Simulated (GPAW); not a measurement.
# FeSi2 (Linzhiite) (P4/mmm) in GPAW: convergence with plane-wave cutoff (eV)

Aim: find how far plane-wave cutoff (eV) must go before the results for FeSi2 (Linzhiite) settle, at LDA. This setting moves, with any that are tied to it; all else stays.

Program: GPAW 26.7.0. These are calculated values, not measurements. Logs are shortened: lines on timing, memory, paths and dates and some standing lists are left out, and cuts for length are marked. The log counts tension as positive stress, the text compression.

## 1. The structure

It takes space group P4/mmm (No. 123, tetragonal). Conventional cell: a = 2.684 Å, b = 2.684 Å, c = 5.128 Å, α = 90.00°, β = 90.00°, γ = 90.00°. Fe (site symmetry 4/mmm) is surrounded by 8 Si at 2.35 Å and 4 Fe at 2.68 Å. Si (site symmetry 4mm) is surrounded by 4 Fe at 2.35 Å and 5 Si at 2.36 to 2.68 Å.

## 2. With plane-wave cutoff (eV) 200

Contents of run.py:

```python
from ase.dft.bandgap import bandgap
from ase.io import read, write
from ase.units import GPa
from gpaw import GPAW, PW

atoms = read('POSCAR')
atoms.set_initial_magnetic_moments([3.0, 0.0, 0.0])

calc = GPAW(mode=PW(200),
            xc='LDA',
            kpts={'size': (8, 8, 4), 'gamma': True},
            occupations={'name': 'fermi-dirac', 'width': 0.05},
            nbands=19,
            convergence={'density': 1e-05, 'energy': 1e-05},
            maxiter=100,
            txt='gpaw.txt')
atoms.calc = calc
energy = atoms.get_potential_energy()
forces = atoms.get_forces()
stress = atoms.get_stress()
calc.write('gs.gpw')
write('result.traj', atoms)
print(f'Energy: {energy:.6f} eV')
print('Forces (eV/A):')
print(forces.round(4))
print('Stress (GPa):', (stress / GPa).round(3))
print('Moments:', calc.get_magnetic_moments().round(3))
print('Fermi level:', round(calc.get_fermi_level(), 4), 'eV')
print(f'Gap: {bandgap(calc)[0]:.4f} eV, direct: {bandgap(calc, direct=True)[0]:.4f} eV')
```

Contents of POSCAR:

```
FeSi2
1.0
    2.6840000000      0.0000000000      0.0000000000
    0.0000000000      2.6840000000      0.0000000000
    0.0000000000      0.0000000000      5.1280000000
Fe Si
1 2
Direct
    0.0000000000      0.0000000000      0.0000000000
    0.5000000000      0.5000000000      0.7300000000
    0.5000000000      0.5000000000      0.2700000000
```

Potentials or basis: the program's PAW data sets (release 1.2.1) made for this functional, pw.

Started as:

```
> OMP_NUM_THREADS=1 python run.py
```

gpaw.txt:

```text
__  _  _
 | _ |_)|_||  |
 |__||  | ||/\| - 26.7.0

Input parameters:
  mode=PW(ecut=200.0),
  convergence={'density': 1e-05, 'energy': 1e-05},
  kpts=MonkhorstPack(size=(8, 8, 4), gamma=True),
  maxiter=100,
  nbands=19,
  occupations=Occupations(name='fermi-dirac', width=0.05),
  xc=XC(name='LDA')

Diagonalizing LCAO Hamiltonian
Converting LCAO to pw mode
   .------.
  /|      |
 * |      |
 | | Si   |
 | |      |
 | | Si   |
 | .------.
 |/      /
 Fe-----*

Atoms  # Å, Bohr magnetons
|   | symbol |        x |        y |        z |    initial magnetic moments |
|---|--------|----------|----------|----------|-----------------------------|
| 0 |     Fe | 0.000000 | 0.000000 | 0.000000 | ( 0.0000,  0.0000,  3.0000) |
| 1 |     Si | 1.342000 | 1.342000 | 3.743440 | ( 0.0000,  0.0000,  0.0000) |
| 2 |     Si | 1.342000 | 1.342000 | 1.384560 | ( 0.0000,  0.0000,  0.0000) |

Unit cell  # Å
| periodic |        x |        y |        z |  lengths |    angles |
|----------|----------|----------|----------|----------|-----------|
|      yes | 2.684000 | 0.000000 | 0.000000 | 2.684000 | 90.000000 |
|      yes | 0.000000 | 2.684000 | 0.000000 | 2.684000 | 90.000000 |
|      yes | 0.000000 | 0.000000 | 5.128000 | 5.128000 | 90.000000 |

Number of symmetries: 16
Symmetry operations  # r_c * U_cc + t_c -> r_c
|    | kind |            matrix            |
|----|------|------------------------------|
|  0 |  E   |  1, 0, 0,  0, 1, 0,  0, 0, 1 |
|  1 |  σ   |  1, 0, 0,  0, 1, 0,  0, 0,-1 |
|  2 |  σ   |  1, 0, 0,  0,-1, 0,  0, 0, 1 |
|  3 |  C2  |  1, 0, 0,  0,-1, 0,  0, 0,-1 |
|  4 |  σ   |  0, 1, 0,  1, 0, 0,  0, 0, 1 |
|  5 |  C2  |  0, 1, 0,  1, 0, 0,  0, 0,-1 |
|  6 |  C4  |  0, 1, 0, -1, 0, 0,  0, 0, 1 |
|  7 |  S4  |  0, 1, 0, -1, 0, 0,  0, 0,-1 |
|  8 |  C4  |  0,-1, 0,  1, 0, 0,  0, 0, 1 |
|  9 |  S4  |  0,-1, 0,  1, 0, 0,  0, 0,-1 |
| 10 |  σ   |  0,-1, 0, -1, 0, 0,  0, 0, 1 |
| 11 |  C2  |  0,-1, 0, -1, 0, 0,  0, 0,-1 |
| 12 |  σ   | -1, 0, 0,  0, 1, 0,  0, 0, 1 |
| 13 |  C2  | -1, 0, 0,  0, 1, 0,  0, 0,-1 |
| 14 |  C2  | -1, 0, 0,  0,-1, 0,  0, 0, 1 |
| 15 |  i   | -1, 0, 0,  0,-1, 0,  0, 0,-1 |

BZ-sampling:
  Number of BZ points: 256
  Number of IBZ points: 45

  Monkhorst-Pack size: [8, 8, 4]
  Monkhorst-Pack shift: [0.0625, 0.0625, 0.125]

K-points  # in reciprocal-cell coordinates
|     |                                coordinates |     weight |
|-----|--------------------------------------------|------------|
|   0 | (  0.00000000,   0.00000000,   0.00000000) | 0.00390625 |
|   1 | (  0.00000000,   0.00000000,   0.25000000) | 0.00781250 |
|   2 | (  0.00000000,   0.00000000,   0.50000000) | 0.00390625 |
|   3 | (  0.12500000,   0.00000000,   0.00000000) | 0.01562500 |
|   4 | (  0.12500000,   0.00000000,   0.25000000) | 0.03125000 |
|   5 | (  0.12500000,   0.00000000,   0.50000000) | 0.01562500 |
|   6 | (  0.12500000,   0.12500000,   0.00000000) | 0.01562500 |
|   7 | (  0.12500000,   0.12500000,   0.25000000) | 0.03125000 |
|   8 | (  0.12500000,   0.12500000,   0.50000000) | 0.01562500 |
|   9 | (  0.25000000,   0.00000000,   0.00000000) | 0.01562500 |
| ... |                                            |            |
|  44 | (  0.50000000,   0.50000000,   0.50000000) | 0.00390625 |

Plane wave coefficients: 252
Cutoff: 200.0 eV

Spin-components: 2 (collinear spins)
Bands:           19
Projectors:      16
Spin-degeneracy: 1
Datatype:        complex128

Parallelization:
  kpt:    1
  domain: 1
  band:   1

Density:
  Valence electrons: 16.0
  Components: 2
  Grid points: [ 9  9 18]
  Charge: 0.0  # |e|

Potential:
  Grid points: [ 9  9 18]

species:
  Fe:
    name:    Iron
    Z:       26.0
    valence: 8
    core:    18
    charge:  0.0  # [|e|]
    compensation charges:
      type: gauss
      rc: 0.33  # [Å]
      lmax: 2
    cutoffs:
      filter: 2.06  # [Å]
      core: 2.67  # [Å]
    projectors
    | kind |    occ | energy [eV] | rcut [Å] |
    |------|--------|-------------|----------|
    |   4s |  2.000 |      -5.481 |    1.164 |
    |   4p |  0.000 |      -1.431 |    1.058 |
    |   3d |  6.000 |      -7.753 |    1.058 |
    |    s |        |      21.730 |    1.164 |
    |    p |        |      25.780 |    1.058 |
    |    d |        |      19.459 |    1.058 |

    Using partial waves for Fe as LCAO basis

  Si:
    name:    Silicon
    Z:       14.0
    valence: 4
    core:    10
    charge:  0.0  # [|e|]
    compensation charges:
      type: gauss
      rc: 0.33  # [Å]
      lmax: 2
    cutoffs:
      filter: 1.86  # [Å]
      core: 2.06  # [Å]
    projectors
    | kind |    occ | energy [eV] | rcut [Å] |
    |------|--------|-------------|----------|
    |   3s |  2.000 |     -10.878 |    1.058 |
    |   3p |  2.000 |      -4.162 |    1.058 |
    |    s |        |      16.334 |    1.058 |
    |    p |        |      23.049 |    1.058 |
    |    d |        |       0.000 |    1.058 |

    Using partial waves for Si as LCAO basis

Reference energy: -50275.365737  # eV

eigensolver:
  PPCG
  Converge bands: occupied
  niter=2

density mixing:
  MSR1-Mixer
  Pratt-step length: 0.05
  Maximum mixing coefficient: 0.75
  Old densities: 10
  SVD Regularization: 0.005
  Good broyden scale: 1.0
  Trust region scale: 1.0
  Backstep threshold: 4.0
  History deletion threshold: 6.0
  Fourier metric: weight=20.0, sigma=0.015

occupation numbers:
  Fermi-Dirac:
    width: 0.0500  # eV

poisson solver:
  ecut: 1600.0  # eV

xc functional:
  name: None

convergence criteria:
- Maximum integral of absolute [dens]ity change: 1e-05 electrons / valence electron
- Maximum [total energy] change in last 3 cyles: 1e-05 eV / valence electron
- Maximum integral of absolute [eigenst]ate change: 4e-08 eV^2 / valence electron
maximum number of iterations: 100

SCF iterations
|iter     | |      energy | eigst |  dens |  magmom |
|---------|-|-------------|-------|-------|---------|
|iter:   1| |  -21.921506 | +0.05 |       |  +3.0064|
|iter:   2| |  -21.516844 | -1.79 | -0.58 |  +2.9041|
|iter:   3| |  -21.380799 | -2.39 | -0.66 |  +2.2926|
|iter:   4| |  -21.598025 | -2.58 | -0.83 |  +1.4106|
|iter:   5| |  -21.821825 | -2.67 | -1.12 |  +0.4519|
|iter:   6| |  -21.848034 | -3.31 | -1.33 |  +0.3340|
|iter:   7| |  -21.854778 | -3.65 | -1.57 |  +0.2358|
|iter:   8| |  -21.857650 | -4.36 | -2.08 |  +0.1406|
|iter:   9| |  -21.858052 | -5.08 | -2.28 |  +0.1175|
|iter:  10| |  -21.858312 | -5.33 | -2.64 |  +0.0807|
|iter:  11| |  -21.858384 | -5.83 | -3.02 |  +0.0522|
|iter:  12| |  -21.858418c| -5.58 | -3.23 |  +0.0106|
|iter:  13| |  -21.858421c| -6.67 | -3.79 |  +0.0033|
|iter:  14| |  -21.858420c| -7.50c| -4.14 |  -0.0003|
|iter:  15| |  -21.858421c| -7.70c| -4.58 |  -0.0010|
|iter:  16| |  -21.858421c| -7.91c| -4.88 |  -0.0001|
|iter:  17| |  -21.858421c| -9.08c| -5.55c|  -0.0000|

Converged in 17 steps
Energy contributions relative to reference atoms: (reference = -50275.365737)

Energy contributions:
  Kinetic:           9.795923
  Coulomb:          -2.926167
  Zero:              0.077149
  External:          0.000000
  Xc:              -28.798875
  Entropy:          -0.012901
  Spinorbit:         0.000000
  ----------------------------
  Free energy:     -21.864872
  Extrapolated:    -21.858421

dipole moment: (-6.627168, -6.627168, -12.661742)  # |e|*Ang

Total magnetic moment: (0.000000, 0.000000, -0.000045)

Local magnetic moments
|        x |        y |         z |
|----------|----------|-----------|
| 0.000000 | 0.000000 | -0.000040 |  # Fe   0
| 0.000000 | 0.000000 | -0.000001 |  # Si   1
| 0.000000 | 0.000000 | -0.000001 |  # Si   2

Fermi level: 10.396
Eigenvalues  # (at kpt = [0.000, 0.000, 0.000])
| band index |      eig [eV] | occ [0-1] |      eig [eV] | occ [0-1] |
|------------|---------------|-----------|---------------|-----------|
|          0 |        -3.439 |     1.000 |        -3.439 |     1.000 |
|          1 |         1.278 |     1.000 |         1.278 |     1.000 |
|          2 |         2.573 |     1.000 |         2.573 |     1.000 |
|          3 |         7.079 |     1.000 |         7.079 |     1.000 |
|          4 |         8.880 |     1.000 |         8.880 |     1.000 |
|          5 |         8.918 |     1.000 |         8.918 |     1.000 |
[... 8 lines left out ...]
|         14 |        19.972 |     0.000 |        19.972 |     0.000 |
|         15 |        19.972 |     0.000 |        19.972 |     0.000 |
|        ... |               |           |               |           |
|         18 |        24.439 |     0.000 |        24.439 |     0.000 |

No gap
No difference between direct/indirect transitions

Forces  # eV/Ang
|        x |       y |        z |
|----------|---------|----------|
| -0.00000 | 0.00000 |  0.00000 |  # Fe   0
|  0.00000 | 0.00000 | -0.15414 |  # Si   1
|  0.00000 | 0.00000 |  0.15414 |  # Si   2

Stress tensor  # eV/Ang^3
|        x |        y |        z |
|----------|----------|----------|
| 0.302598 | 0.000000 | 0.000000 |
| 0.000000 | 0.302598 | 0.000000 |
| 0.000000 | 0.000000 | 0.314032 |

# Writing to gs.gpw (mode='')
```

Wall time 21 s (1 thread of Arm Neoverse V1, shared host); peak memory 0.13 GiB.

What came out:

* Free energy: -21.8649 eV
* Pressure: -49.1 GPa
* Largest force: 0.154 eV/Å
* Band gap on the k mesh: none (metal or under the smearing width)
* Net moment: 0.00 μB per cell

## 3. With plane-wave cutoff (eV) 250

run.py: that of step 2 with these lines changed.

```diff
@@ -8,3 +8,3 @@
 
-calc = GPAW(mode=PW(200),
+calc = GPAW(mode=PW(250),
             xc='LDA',
```

POSCAR is that of step 2.

Potentials or basis: the program's PAW data sets (release 1.2.1) made for this functional, pw.

Started as:

```
> OMP_NUM_THREADS=1 python run.py
```

It took 21 s on 1 thread of Arm Neoverse V1, shared host; peak memory 0.13 GiB.

What came out:

```
Free energy            : -23.3099 eV
Pressure               : -7.6 GPa
Largest force          : 0.186 eV/Å
Band gap on the k mesh : none (metal or under the smearing width)
Net moment             : 0.00 μB per cell
```

## 4. With plane-wave cutoff (eV) 300

run.py: that of step 3 with these lines changed.

```diff
@@ -8,3 +8,3 @@
 
-calc = GPAW(mode=PW(250),
+calc = GPAW(mode=PW(300),
             xc='LDA',
```

POSCAR is that of step 3.

Started as:

```
> OMP_NUM_THREADS=1 python run.py
```

Wall time 27 s (1 thread of Arm Neoverse V1, shared host); peak memory 0.14 GiB.

What came out:

```
Free energy            : -23.3802 eV
Pressure               : -5.0 GPa
Largest force          : 0.175 eV/Å
Band gap on the k mesh : none (metal or under the smearing width)
Net moment             : 0.00 μB per cell
```

## 5. With plane-wave cutoff (eV) 350

run.py: that of step 4 with these lines changed.

```diff
@@ -8,3 +8,3 @@
 
-calc = GPAW(mode=PW(300),
+calc = GPAW(mode=PW(350),
             xc='LDA',
```

POSCAR is that of step 4.

Started as:

```
> OMP_NUM_THREADS=1 python run.py
```

Run time: 29 s. Hardware: 1 thread of Arm Neoverse V1, shared host; peak memory 0.15 GiB.

Results:

```
Free energy            : -23.4361 eV
Pressure               : -6.2 GPa
Largest force          : 0.165 eV/Å
Band gap on the k mesh : none (metal or under the smearing width)
Net moment             : 0.00 μB per cell
```

## 6. With plane-wave cutoff (eV) 400

run.py: that of step 5 with these lines changed.

```diff
@@ -8,3 +8,3 @@
 
-calc = GPAW(mode=PW(350),
+calc = GPAW(mode=PW(400),
             xc='LDA',
```

POSCAR is that of step 5.

Potentials or basis: the program's PAW data sets (release 1.2.1) made for this functional, pw.

Started as:

```
> OMP_NUM_THREADS=1 python run.py
```

It took 36 s on 1 thread of Arm Neoverse V1, shared host; peak memory 0.15 GiB.

What came out:

* Free energy: -23.5232 eV
* Pressure: -6.4 GPa
* Largest force: 0.169 eV/Å
* Band gap on the k mesh: none (metal or under the smearing width)
* Net moment: 0.00 μB per cell

## 7. With plane-wave cutoff (eV) 500

run.py: that of step 6 with these lines changed.

```diff
@@ -8,3 +8,3 @@
 
-calc = GPAW(mode=PW(400),
+calc = GPAW(mode=PW(500),
             xc='LDA',
```

POSCAR is that of step 6.

Started as:

```
> OMP_NUM_THREADS=1 python run.py
```

It took 42 s on 1 thread of Arm Neoverse V1, shared host; peak memory 0.17 GiB.

Results (log left out):

* Free energy: -23.6177 eV
* Pressure: -4.9 GPa
* Largest force: 0.171 eV/Å
* Band gap on the k mesh: none (metal or under the smearing width)
* Net moment: 0.00 μB per cell

## 8. With plane-wave cutoff (eV) 600

run.py: that of step 7 with these lines changed.

```diff
@@ -8,3 +8,3 @@
 
-calc = GPAW(mode=PW(500),
+calc = GPAW(mode=PW(600),
             xc='LDA',
```

POSCAR is that of step 7.

Started as:

```
> OMP_NUM_THREADS=1 python run.py
```

It took 52 s on 1 thread of Arm Neoverse V1, shared host; peak memory 0.18 GiB.

The run converged. Its results:

```yaml
Free_energy: -23.6301 eV
Pressure: -4.6 GPa
Largest_force: 0.168 eV/Å
Band_gap_on_the_k_mesh: none (metal or under the smearing width)
Net_moment: 0.00 μB per cell
```

## 9. With plane-wave cutoff (eV) 800

run.py: that of step 8 with these lines changed.

```diff
@@ -8,3 +8,3 @@
 
-calc = GPAW(mode=PW(600),
+calc = GPAW(mode=PW(800),
             xc='LDA',
```

POSCAR is that of step 8.

Potentials or basis: the program's PAW data sets (release 1.2.1) made for this functional, pw.

Started as:

```
> OMP_NUM_THREADS=1 python run.py
```

Run time: 93 s. Hardware: 1 thread of Arm Neoverse V1, shared host; peak memory 0.22 GiB.

It converged, with:

| Item | Value |
| --- | --- |
| Free energy | -23.6557 eV |
| Pressure | -4.7 GPa |
| Largest force | 0.167 eV/Å |
| Band gap on the k mesh | none (metal or under the smearing width) |
| Net moment | 0.00 μB per cell |

## 10. With plane-wave cutoff (eV) 1000

run.py: that of step 9 with these lines changed.

```diff
@@ -8,3 +8,3 @@
 
-calc = GPAW(mode=PW(800),
+calc = GPAW(mode=PW(1000),
             xc='LDA',
```

POSCAR is that of step 9.

Started as:

```
> OMP_NUM_THREADS=1 python run.py
```

Run time: 96 s. Hardware: 1 thread of Arm Neoverse V1, shared host; peak memory 0.26 GiB.

Results (log left out):

```
Free energy            : -23.6639 eV
Pressure               : -4.5 GPa
Largest force          : 0.167 eV/Å
Band gap on the k mesh : none (metal or under the smearing width)
Net moment             : 0.00 μB per cell
```

## 11. Result

| plane-wave cutoff (eV) | energy less the tightest run, at zero smearing (meV/atom) | pressure (GPa) | largest force (eV/Å) | SCF cycles | CPU time (s) | peak memory (GiB) |
| --- | --- | --- | --- | --- | --- | --- |
| 200 | 599.87 | -49.09 | 0.154 | 17 | 21 | 0.13 |
| 250 | 117.95 | -7.62 | 0.186 | 16 | 21 | 0.13 |
| 300 | 94.53 | -4.97 | 0.175 | 16 | 27 | 0.14 |
| 350 | 75.91 | -6.15 | 0.165 | 16 | 29 | 0.15 |
| 400 | 46.87 | -6.37 | 0.169 | 16 | 36 | 0.15 |
| 500 | 15.38 | -4.92 | 0.171 | 16 | 42 | 0.17 |
| 600 | 11.24 | -4.63 | 0.168 | 16 | 52 | 0.18 |
| 800 | 2.71 | -4.74 | 0.167 | 16 | 93 | 0.22 |
| 1000 | 0.00 | -4.53 | 0.167 | 16 | 96 | 0.26 |

Against the tightest run, the largest force stays within 0.005 eV/Å from 350 on. Not settled before the last step: the energy (to 1 meV/atom), the pressure (to 0.1 GPa). The tightest run that finished is the yardstick and may itself not be fully converged.

Caveats: the starting moments collapsed, and a magnetic state may lie lower.
